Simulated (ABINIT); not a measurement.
The system is Al2Pt.

```xyz
3
Lattice="0.0000 2.9550 2.9550 2.9550 0.0000 2.9550 2.9550 2.9550 0.0000" Properties=species:S:1:pos:R:3 pbc="T T T"
Pt    0.0000    0.0000    0.0000
Al    4.4325    4.4325    4.4325
Al    1.4775    1.4775    1.4775
```

Base run:

- Program: ABINIT 10.8.3 (patched build)
- Functional: PBE
- Potentials or basis: JTH PAW PBE v2.0
- Cutoff: 435 eV
- k mesh: 8 × 8 × 8
- Occupations: fermi-dirac, width 0.05 eV
- Spin: no spin polarisation

Its results: band gap on the k mesh none (metal or under the smearing width); pressure 2.4 GPa.

The run is repeated on the same cell with these changes: functional from PBE to PBEsol; potentials or basis from JTH PAW PBE v2.0 to PseudoDojo NC SR PBEsol v0.4.1 standard; cutoff from 435 eV to 1143 eV; valence electrons from 16 to 24. What comes out?

Band gap on the k mesh none (metal or under the smearing width); pressure -1.0 GPa.

Caveats: spin-orbit coupling is left out, which moves the levels of the heavy elements (some runs).
